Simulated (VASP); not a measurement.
A run of VASP 6.6.1 is set up as follows.

POSCAR

```
CdO
1.0
    0.0000000000      2.3495000000      2.3495000000
    2.3495000000      0.0000000000      2.3495000000
    2.3495000000      2.3495000000      0.0000000000
Cd O
1 1
Direct
    0.0000000000      0.0000000000      0.0000000000
    0.5000000000      0.5000000000      0.5000000000
```

INCAR.step1

```
SYSTEM = CdO
PREC = Accurate ; ENCUT = 600
EDIFF = 1E-5 ; ISMEAR = -1
SIGMA = 0.05 ; LREAL = .False.
LASPH = .True. ; NELM = 80
ALGO = Normal ; LWAVE = .True.
LCHARG = .False. ; GGA = PE
```

Contents of INCAR.step2:

```
SYSTEM = CdO
PREC = Accurate ; ENCUT = 600
EDIFF = 1E-6 ; ISMEAR = -1
SIGMA = 0.05 ; LREAL = .False.
LASPH = .True. ; NELM = 80
ALGO = Normal ; ISIF = 3
LWAVE = .False. ; LCHARG = .False.
GGA = PE ; LHFCALC = .True.
AEXX = 0.25 ; PRECFOCK = Normal
HFRCUT = -1 ; IBRION = 2
NSW = 40 ; EDIFFG = -0.005
ISTART = 1
```

KPOINTS

```
Automatic mesh
0
Gamma
  5 5 5
  0 0 0
```

Potentials or basis: VASP PAW PBE potentials, release 64 (Cd, O).

The run is started by

```bash
$ cat potpaw_PBE.64/Cd/POTCAR potpaw_PBE.64/O/POTCAR > POTCAR
$ cp INCAR.step1 INCAR
$ mpirun -np 1 vasp_std > vasp.out
$ cp INCAR.step2 INCAR
$ mpirun -np 1 vasp_std > vasp.out
```

**Question.** Estimate the relaxed volume.

**Answer.** 13.13 Å³/atom.

**Question.** Estimate the relaxed cell.

**Answer.** a = 3.336 Å, b = 3.336 Å, c = 3.336 Å, α = 60.00°, β = 60.00°, γ = 60.00°.

**Question.** Predict the band gap on the k mesh.

**Answer.** 1.65 eV, indirect (least direct gap 2.84 eV).

Step by step:
| step | energy change (eV) | largest force (eV/Å) | pressure (GPa) | volume (Å³) |
| --- | --- | --- | --- | --- |
| 1 | 0.0000 | 0.0000 | 1.83 | 25.94 |
| 2 | -0.0009 | 0.0000 | -1.29 | 26.50 |
| 3 | -0.0018 | 0.0000 | 0.00 | 26.26 |

Caveat: the k mesh is coarse (spacing up to 0.46 Å⁻¹), so the values aren't converged, least of all with exact exchange; the PAW data sets were made with another functional, which shifts forces and pressure a little; an odd mesh through Γ misses points on the zone boundary, where band edges often lie. Zero-point motion and thermal expansion aren't in these numbers.
